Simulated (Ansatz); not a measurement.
Gold (hcp) across density functionals

All rows: Ansatz, plane waves with scalar-relativistic PAW, 420 eV (500 eV for the SCAN forms), relaxed under each functional, no dispersion correction, no zero-point motion. B₀ comes from uniform scaling at fixed shape; a dash is a value not given.

```json
{"functional": "PBE", "V (Å³/atom)": "17.98", "cell": "a = 2.916 Å, c = 4.885 Å (c/a = 1.676)", "B₀ (GPa)": "136", "magnetic state": "spin not included", "ΔE to fcc (meV/atom)": "6"}
{"functional": "PBEsol", "V (Å³/atom)": "17.02", "cell": "a = 2.864 Å, c = 4.790 Å (c/a = 1.672)", "B₀ (GPa)": "171", "magnetic state": "spin not included", "ΔE to fcc (meV/atom)": "6"}
{"functional": "LDA", "V (Å³/atom)": "16.58", "cell": "a = 2.840 Å, c = 4.750 Å (c/a = 1.673)", "B₀ (GPa)": "191", "magnetic state": "spin not included", "ΔE to fcc (meV/atom)": "5"}
{"functional": "revPBE", "V (Å³/atom)": "18.36", "cell": "a = 2.935 Å, c = 4.923 Å (c/a = 1.677)", "B₀ (GPa)": "123", "magnetic state": "spin not included", "ΔE to fcc (meV/atom)": "5"}
{"functional": "RPBE", "V (Å³/atom)": "18.52", "cell": "a = 2.943 Å, c = 4.939 Å (c/a = 1.678)", "B₀ (GPa)": "118", "magnetic state": "spin not included", "ΔE to fcc (meV/atom)": "5"}
{"functional": "BLYP", "V (Å³/atom)": "19.49", "cell": "a = 2.980 Å, c = 5.069 Å (c/a = 1.701)", "B₀ (GPa)": "101", "magnetic state": "spin not included", "ΔE to fcc (meV/atom)": "2"}
```

What does r²SCAN give?

V (Å³/atom): 17.56; cell: a = 2.891 Å, c = 4.851 Å (c/a = 1.678); B₀ (GPa): 150; magnetic state: spin not included; ΔE to fcc (meV/atom): 9.
